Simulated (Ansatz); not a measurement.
# Ag (P6_3/mmc) in Ansatz: a series of runs, part 2 of 2

Ansatz 0.2.0. The steps go on from the part before.

## Step 3: Relaxation of cell and atoms, PBE+D3(BJ)

The input, input.yaml:

```yaml
crystal:
  lattice:
    - [2.93, 0.0, 0.0]
    - [-1.465, 2.5374544331, 0.0]
    - [0.0, 0.0, 4.79]
  atoms:
    - { symbol: Ag, position: [0.6666666667, 0.3333333333, 0.75] }
    - { symbol: Ag, position: [0.3333333333, 0.6666666667, 0.25] }
hamiltonian:
  xc: pbe
  pseudopotentials: { kind: paw }
  dispersion: d3bj
kpoints:
  mp_grid: { grid: [10, 10, 6] }
scf:
  occupations: { method: fermi_dirac, width: 0.05 }
output:
  forces: true
  stress: true
  eigenvalues: true
relax:
  f_tol: 0.01
  max_steps: 40
  cell: { stress_tol: 0.05 }
```

Potentials or basis: Ansatz PAW.

Launch:

```bash
$ ansatz run input.yaml --threads 2 --pin off --max-ram 5632MiB --backend cpu --events-out ev --progress --plain --runs-dir out
```

The program printed:

```text
Warning: RAYON_NUM_THREADS=2 ignored (pool sized by the plan → 2); use --threads N
Engine: ansatz 0.2.0, aarch64-unknown-linux-gnu
Pseudopotentials: kind: paw
Pseudopotential: Ag, paw, valence charge 19, recommended cutoff 420 eV (normal), Ag.paw.azcp
Functional definition: PBE
  parameter kappa = 0.804
  parameter beta = 0.06672455060314922
  exchange = pbe_x(kappa = kappa, mu = beta*pi^2/3)
  correlation = pbe_c(beta = beta)
Crystal: 2 atoms, lattice volume = 35.612 Å³
[... 119 lines left out ...]
        0.018016       0.000000      -0.000000
       -0.000000       0.018016      -0.000000
       -0.000000      -0.000000       0.006161
  P = ⅓ Tr σ = 0.0141 GPa (0.141 kbar)
--- Band table (eV; the first three rows and the last of 56) ---
  k-point 0: bands = ["-74.4839", "-74.4659", "-38.0462", "-37.8993", "-37.8993", "-37.8767", "-37.8732", "-37.8732", "9.6598", "11.0619", "12.6922", "12.7701", "12.7701", "13.0169", "13.0169", "13.3484", "13.3484", "14.3935", "14.3935", "17.0873", "21.1699", "33.0009", "35.0132"]
  k-point 1: bands = ["-74.4827", "-74.4671", "-38.0349", "-37.8975", "-37.8975", "-37.8882", "-37.8750", "-37.8750", "9.8785", "11.1075", "12.6473", "12.7137", "12.7137", "12.9575", "12.9575", "13.4948", "13.4948", "14.3717", "14.3717", "15.9164", "22.7055", "32.7347", "34.6437"]
  k-point 2: bands = ["-74.4794", "-74.4704", "-38.0041", "-37.9194", "-37.8928", "-37.8928", "-37.8797", "-37.8797", "10.4683", "11.1915", "12.5950", "12.6651", "12.6651", "12.8251", "12.8251", "13.7879", "13.7879", "14.1614", "14.2768", "14.2768", "25.5693", "31.6071", "33.4471"]
  k-point 55: bands = ["-74.4622", "-74.4622", "-38.0123", "-38.0123", "-37.9687", "-37.9687", "-37.9097", "-37.9097", "11.7853", "11.7853", "12.3097", "12.3097", "12.8413", "12.8413", "13.4381", "13.4381", "14.4660", "14.4660", "20.6167", "20.6167", "23.6446", "23.6446", "23.9735"]
--- Relaxed structure (5 steps of the walk, 4 accepted, 1 SCFs on fresh bases) ---
  F+E_penalty+E_count = -15182.24426149 eV   max|allowed force component| = 1.503e-17 eV/Å   (the final SCF, on the basis selected at the relaxed cell)
  cell:  # Å, volume = 33.9350 Å³
    - [2.888603818426855, 2.858619774819524e-34, 2.858619774819524e-34]
    - [-1.4443019092134275, 2.5016042882263885, -1.583350389165472e-18]
    - [6.542629423172671e-34, -2.9889200236215803e-18, 4.696144197013124]
  atoms:
    - { symbol: Ag, position: [0.6666666666666666, 0.33333333333333326, 0.75] }
    - { symbol: Ag, position: [0.33333333333333326, 0.6666666666666665, 0.25] }
```

It took 6.2 s on 2 threads of Arm Neoverse V2, shared host; peak memory 0.32 GiB.

What came out:

* Free energy: -15182.2443 eV
* Relaxed volume: 16.97 Å³/atom
* Relaxed cell: a = 2.889 Å, b = 2.889 Å, c = 4.696 Å, α = 90.00°, β = 90.00°, γ = 120.00°
* Space group after relaxing (to 0.05 Å): P6_3/mmc (No. 194)
* Energy gained by relaxing: 12.8 meV/atom
* Ionic steps: 5
* Pressure after relaxing: 0.0 GPa
* Band gap on the k mesh: none (metal or under the smearing width)

The path:
| step | energy change (eV) | largest force (eV/Å) | volume (Å³) |
| --- | --- | --- | --- |
| 1 | 0.0000 | 0.0000 | 35.61 |
| 2 | -0.0260 | 0.0000 | 34.12 |
| 3 | -0.0265 | 0.0000 | 33.91 |
| 4 | -0.0265 | 0.0000 | 33.94 |
| 5 | -0.0257 | 0.0000 | 33.94 |

Final structure:
```yaml
crystal:
  lattice:
    - [2.88860, 0.00000, 0.00000]
    - [-1.44430, 2.50160, 0.00000]
    - [0.00000, 0.00000, 4.69614]
  atoms:
    - { symbol: Ag, position: [0.66667, 0.33333, 0.75000] }
    - { symbol: Ag, position: [0.33333, 0.66667, 0.25000] }
```

Caveat: the plane-wave basis is chosen anew once the cell has moved, so the energies of steps on either side of that aren't comparable; pairwise dispersion overbinds metals, which lowers pressure and volume.

## Step 4: Relaxation of cell and atoms, PBE+D3(BJ)-ATM

Edit input.yaml of step 3 so:

```diff
@@ -11,3 +11,3 @@
   pseudopotentials: { kind: paw }
-  dispersion: d3bj
+  dispersion: d3bjatm
 kpoints:
```

Launch:

```bash
$ ansatz run input.yaml --threads 2 --pin off --max-ram 5632MiB --backend cpu --events-out ev --progress --plain --runs-dir out
```

It took 6.7 s on 2 threads of Arm Neoverse V2, shared host; peak memory 0.32 GiB.

Results (log left out):

- Free energy: -15182.1201 eV
- Relaxed volume: 17.16 Å³/atom
- Relaxed cell: a = 2.899 Å, b = 2.899 Å, c = 4.713 Å, α = 90.00°, β = 90.00°, γ = 120.00°
- Space group after relaxing (to 0.05 Å): P6_3/mmc (No. 194)
- Energy gained by relaxing: 7.7 meV/atom
- Ionic steps: 5
- Pressure after relaxing: 0.0 GPa
- Band gap on the k mesh: none (metal or under the smearing width)

The path:
```csv
step,energy change (eV),largest force (eV/Å),volume (Å³)
1,0.0000,0.0000,35.61
2,-0.0157,0.0000,34.42
3,-0.0159,0.0000,34.30
4,-0.0159,0.0000,34.31
5,-0.0153,0.0000,34.31
```

Final structure:
```yaml
crystal:
  lattice:
    - [2.89948, 0.00000, 0.00000]
    - [-1.44974, 2.51102, 0.00000]
    - [0.00000, 0.00000, 4.71293]
  atoms:
    - { symbol: Ag, position: [0.66667, 0.33333, 0.75000] }
    - { symbol: Ag, position: [0.33333, 0.66667, 0.25000] }
```

Levels at points of the mesh, in eV from the Fermi level:
| k point | band 15 | band 16 | band 17 | band 18 | band 19 | band 20 | band 21 | band 22 | band 23 |
| --- | --- | --- | --- | --- | --- | --- | --- | --- | --- |
| (0.00, 0.00, 0.00) | -4.42 | -4.10 | -4.10 | -3.07 | -3.07 | -0.36 | 3.64 | 15.50 | 17.50 |
| (0.00, 0.00, -0.50) | -4.50 | -4.50 | -3.39 | -3.39 | -3.39 | -3.39 | 11.20 | 11.20 | 15.85 |
| (0.00, -0.50, 0.00) | -3.79 | -2.95 | -2.88 | -2.81 | 0.10 | 1.53 | 6.90 | 7.15 | 9.38 |
| (0.00, -0.50, -0.50) | -3.12 | -3.12 | -2.86 | -2.86 | 0.76 | 0.76 | 4.56 | 4.56 | 13.52 |

Caveat: the plane-wave basis is chosen anew once the cell has moved, so the energies of steps on either side of that aren't comparable; pairwise dispersion overbinds metals, which lowers pressure and volume.

## Step 5: Relaxation of cell and atoms, PBE+D4

Edit input.yaml of step 4 so:

```diff
@@ -11,3 +11,3 @@
   pseudopotentials: { kind: paw }
-  dispersion: d3bjatm
+  dispersion: d4
 kpoints:
```

Launch:

```bash
$ ansatz run input.yaml --threads 2 --pin off --max-ram 5632MiB --backend cpu --events-out ev --progress --plain --runs-dir out
```

It took 6.7 s on 2 threads of Arm Neoverse V2, shared host; peak memory 0.32 GiB.

Results (log left out):

```
Free energy                            : -15182.2015 eV
Relaxed volume                         : 17.09 Å³/atom
Relaxed cell                           : a = 2.895 Å, b = 2.895 Å, c = 4.707 Å, α = 90.00°, β = 90.00°, γ = 120.00°
Space group after relaxing (to 0.05 Å) : P6_3/mmc (No. 194)
Energy gained by relaxing              : 9.4 meV/atom
Ionic steps                            : 5
Pressure after relaxing                : 0.0 GPa
Band gap on the k mesh                 : none (metal or under the smearing width)
```

Step by step:
| step | energy change (eV) | largest force (eV/Å) | volume (Å³) |
| --- | --- | --- | --- |
| 1 | 0.0000 | 0.0000 | 35.61 |
| 2 | -0.0193 | 0.0000 | 34.31 |
| 3 | -0.0195 | 0.0000 | 34.16 |
| 4 | -0.0195 | 0.0000 | 34.17 |
| 5 | -0.0189 | 0.0000 | 34.17 |

Final structure:
```
Ag
1.0
     2.89540    0.00000    0.00000
    -1.44770    2.50749    0.00000
     0.00000    0.00000    4.70685
Ag
2
Direct
  0.66667 0.33333 0.75000
  0.33333 0.66667 0.25000
```

Levels at points of the mesh, in eV from the Fermi level:
```
             k point  band 17  band 18  band 19  band 20  band 21  band 22
  (0.00, 0.00, 0.00)    -4.11    -3.08    -3.08    -0.37     3.66    15.51
 (0.00, 0.00, -0.50)    -3.39    -3.39    -3.39    -3.39    11.22    11.22
 (0.00, -0.50, 0.00)    -2.88    -2.81     0.10     1.54     6.92     7.17
(0.00, -0.50, -0.50)    -2.87    -2.87     0.75     0.75     4.58     4.58
```

Caveat: the plane-wave basis is chosen anew once the cell has moved, so the energies of steps on either side of that aren't comparable; pairwise dispersion overbinds metals, which lowers pressure and volume.

## Step 6: Overview

```csv
level,gap on the mesh (eV),pressure (GPa),relaxed volume (Å³/atom)
PBE,none,0.0,17.92
PBE+D3(BJ),none,0.0,16.97
PBE+D3(BJ)-ATM,none,0.0,17.16
PBE+D4,none,0.0,17.09
```

Alike in all rows: task relaxation of cell and atoms; potentials or basis Ansatz PAW; no spin polarisation; cell relaxed; k mesh 10 × 10 × 6; cutoff (eV) 420; smearing fermi-dirac 0.05 eV.

Caveats: the plane-wave basis is chosen anew once the cell has moved, so the energies of steps on either side of that aren't comparable; pairwise dispersion overbinds metals, which lowers pressure and volume (some runs).

Total energies depend on the potentials used, so only differences within one code and one set of settings carry meaning.
